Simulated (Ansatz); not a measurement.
Runs of Ansatz 0.2.0 on GaAs. Symmetry: Fm-3m, No. 225, cubic system. Conventional cell: a = 5.392 Å, b = 5.392 Å, c = 5.392 Å, α = 90.00°, β = 90.00°, γ = 90.00°. Ga (site symmetry m-3m) has 6 As at 2.70 Å as nearest neighbours. Around As (site symmetry m-3m) lie 6 Ga at 2.70 Å. The cell was built by a generator and needn't be a form met in nature.

| task | level | cell | points for each segment of the path | gap on the mesh (eV) | pressure (GPa) | relaxed volume (Å³/atom) |
| --- | --- | --- | --- | --- | --- | --- |
| band structure | HSEsol | as given | 4 | none | -5.1 | - |
| relaxation of cell and atoms | HSEsol | relaxed | - | none | 0.0 | 18.37 |
| single point | B3LYP | as given | - | none | (b) | - |
| relaxation of cell and atoms | HF | relaxed | - | none | 0.0 | (a) |
| relaxation of cell and atoms | HSE06 | relaxed | - | none | 0.0 | 18.90 |

Alike in all rows: potentials or basis Ansatz PAW; no spin polarisation; k mesh 5 × 5 × 5; cutoff (eV) 420; smearing fermi-dirac 0.05 eV; the mesh is coarse, so values aren't converged.

Question: Fill in the values left out.

Answer: (a) 20.00; (b) 2.6.

Caveats: all runs use coarse meshes; the PAW data sets come from PBE, with cores solved anew for the run's functional, which leaves a small shift of forces and pressure; the plane-wave basis is chosen anew once the cell has moved, so the energies of steps on either side of that aren't comparable (some runs); the thresholds are loose for stress (some runs).

A k mesh can miss the band edges, and the runs leave out spin-orbit coupling on As, Ga.

A gap of «none» marks a metal or a gap under the smearing width.
